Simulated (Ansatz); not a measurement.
## The polar optical mode of BP at 2 GPa, worked through

All numbers below come from Ansatz 0.2.0, DFT PBEsol, scalar-relativistic, plane waves, PAW. Plane waves to 420 eV; Γ-centred k mesh 10×10×10; fixed occupations. No spin polarisation. Phonons by linear response, acoustic sum rule imposed.

The cell, relaxed at 2 GPa:
```
B P
1.0
     0.00000    2.25141    2.25141
     2.25141    0.00000    2.25141
     2.25141    2.25141    0.00000
B P
1 1
Direct
  0.00000 0.00000 0.00000
  0.75000 0.75000 0.75000
```

The run warned that the force constants aren't converged on this k mesh, so the frequencies and all that is formed from them are rough.

Linear response gives ν_TO = 820.6 cm⁻¹, Born charges ±0.600 e (positive on P) and ε∞ = 9.298. The primitive cell holds 22.824 Å³, and the masses are 10.810 and 30.974 amu.

Question: Find ν_LO and the static dielectric constant.

Answer: The long-wave field adds a restoring force: ω_LO² − ω_TO² = Z*²e²/(ε_vac ε∞ μV). In these units ν_LO² − ν_TO² = 4.92064×10⁷ Z*²/(μ V ε∞) cm⁻², with μ = m₁m₂/(m₁ + m₂) = 8.013 amu: 10431 cm⁻². So ν_LO = √(820.6² + 10431) = 826.9 cm⁻¹, and the run gives 826.9. Lyddane–Sachs–Teller then gives ε0 = ε∞ (ν_LO/ν_TO)² = 9.44, against 9.44 in the run (it forms both from the same three quantities, so the match checks the arithmetic only). Between ν_TO and ν_LO the dielectric function is negative and an undamped crystal reflects fully: a reststrahlen band from 12.1 to 12.2 μm.

Question: What do the Clausius–Mossotti polarisability and the Szigeti charge come to?

Answer: With the Lorentz local field, α = (3V/4π)(ε∞ − 1)/(ε∞ + 2) = 4.00 Å³ for the pair, and e_S = 3Z*/(ε∞ + 2) = 0.16 e. The Born charge includes the electrons' response to the dipole's own local field, and e_S takes that enhancement out. The Lorentz field assumes point-like polarisable ions, a poor picture once ε∞ is this large, since the electron clouds then overlap or are shared, so both numbers are formal here.

Question: How strongly does a slow electron couple to the LO mode?

Answer: For one isotropic parabolic band, Fröhlich's constant is α_F = (1/ε∞ − 1/ε0) √(m* Ry/ħω_LO), with Ry = 13.606 eV, ħω_LO = 102.5 meV and m* in free-electron masses: α_F = 0.0016 × 11.52 × √m* = 0.02 √m*. The band mass isn't part of this run; for m* = 0.1, 0.3 and 1 it gives 0.01, 0.01, 0.02. In weak coupling the polaron lies α_F ħω_LO below the band edge (1 meV at m* = 0.3) with a mass m*(1 + α_F/6); past α_F of about 5 or 6 that expansion fails. A semilocal functional's ε∞ tends to be too large, which taken alone lowers α_F.

Cost: 1 run of about 0.5 core-minutes, on Arm Neoverse V1 (shared hosts).

BP comes out as an almost covalent crystal whose lattice adds very little to the electronic screening. Boron and phosphorus are close in electronegativity, and sharing the four tetrahedral bond pairs evenly leaves boron formally negative and phosphorus formally positive. The small polarity of the bonds doesn't undo this, which probably explains why the Born charge is positive on P, the reverse of the usual III-V order. It measures how charge moves with the atoms, so it doesn't contradict phosphorus being slightly the more electronegative.

The high mode frequency reflects short, stiff bonds and the light boron atom, not strong ionic forces. The difference of the squared frequencies depends on the Born charge, screening, mass and volume but not on the short-range force constants, so the picture of a weakly polar mode is sounder than the position of the reststrahlen band. Weak Fröhlich coupling suggests that polar scattering is modest, but it doesn't establish a high mobility, since deformation-potential and defect scattering remain open.
